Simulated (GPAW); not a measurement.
Here is a GPAW 26.7.0 calculation.

File run.py:

```python
import numpy as np
from ase.dft.bandgap import bandgap
from ase.io import read, write
from gpaw import GPAW, PW
from gpaw.response import ResponseContext, ResponseGroundStateAdapter
from gpaw.response.chiks import ChiKSCalculator
from gpaw.response.heisenberg import calculate_fm_magnon_energies
from gpaw.response.localft import LocalFTCalculator
from gpaw.response.mft import IsotropicExchangeCalculator
from gpaw.response.site_kernels import SphericalSiteKernels

atoms = read('CoO.xyz')
atoms.set_initial_magnetic_moments([3.0, 0.0])

calc = GPAW(mode=PW(550),
            xc='LDA',
            kpts={'size': (8, 8, 8), 'gamma': True},
            occupations={'name': 'fermi-dirac', 'width': 0.05},
            nbands=17,
            convergence={'density': 0.0001},
            maxiter=150,
            txt='gpaw.txt')
atoms.calc = calc
energy = atoms.get_potential_energy()
calc.write('gs.gpw')
write('result.traj', atoms)
print(f'Energy: {energy:.6f} eV')
print('Moments:', calc.get_magnetic_moments().round(3))
print('Fermi level:', round(calc.get_fermi_level(), 4), 'eV')
print(f'Gap: {bandgap(calc)[0]:.4f} eV, direct: {bandgap(calc, direct=True)[0]:.4f} eV')

dense = calc.fixed_density(kpts={'size': (8, 8, 8), 'gamma': True},
                           nbands=32, convergence={'bands': 26, 'eigenstates': 1e-12},
                           update_fermi_level=True, maxiter=300, txt='dense.txt')
dense.write('dense.gpw', mode='all')

sites = [0]
moments = calc.get_magnetic_moments()[sites]
q_qc = np.array([[0.0, 0.0, 0.0], [0.125, 0.0, 0.0], [0.25, 0.0, 0.0], [0.5, 0.0, 0.0], [0.125, 0.125, 0.0], [0.25, 0.25, 0.0], [0.5, 0.5, 0.0]])
gs = ResponseGroundStateAdapter.from_gpw_file('dense.gpw')
context = ResponseContext(txt='mft.txt')
chiks = ChiKSCalculator(gs, context, ecut=150, nbands=26, gammacentered=True)
exchange = IsotropicExchangeCalculator(chiks, LocalFTCalculator.from_rshe_parameters(gs, context))
kernels = SphericalSiteKernels(atoms.positions[sites], [[1.043] * len(sites)])
J_qab = np.array([exchange(q_c, kernels)[..., 0] for q_c in q_qc])
E_qn = calculate_fm_magnon_energies(J_qab, q_qc, moments)
np.savetxt('exchange.dat', np.c_[q_qc, 1000 * J_qab.real.reshape((len(q_qc), -1))], fmt='%.4f')
np.savetxt('magnons.dat', np.c_[q_qc, 1000 * E_qn.real], fmt='%.4f')
for q_c, E_n in zip(q_qc, E_qn):
    print(q_c.round(4), 'magnon energies (meV):', (1000 * E_n.real).round(2))
```

CoO.xyz

```xyz
2
Lattice="2.5357852092 0.0000000000 0.0000000000 0.0000000000 2.5357852092 0.0000000000 0.0000000000 0.0000000000 2.5357852092" Properties=species:S:1:pos:R:3 pbc="T T T"
Co     0.0000000000      0.0000000000      0.0000000000
O      1.2678926046      1.2678926046      1.2678926046
```

Potentials or basis: the program's PAW data sets (release 1.2.1) made for this functional, pw.

The run is started by

```console
$ OMP_NUM_THREADS=1 python run.py
```

Question: What does it give for the net moment?

Answer: 2.87 μB per cell.

Question: Estimate the band gap on the k mesh.

Answer: None (metal or under the smearing width).

Caveat: the number of bands moves the energies at small q by some ten meV; the exchange constants hang on this mesh and on the site radius; magnon energies are noisy on this mesh; a cell with one magnetic atom can't hold antiferromagnetic order, which such compounds often take; semilocal functionals often make such compounds metallic where correlation or magnetic order opens a gap, which also shifts bond lengths. With open d or f shells a metallic result of LDA can be an artefact of self-interaction; +U or a hybrid may open a gap.
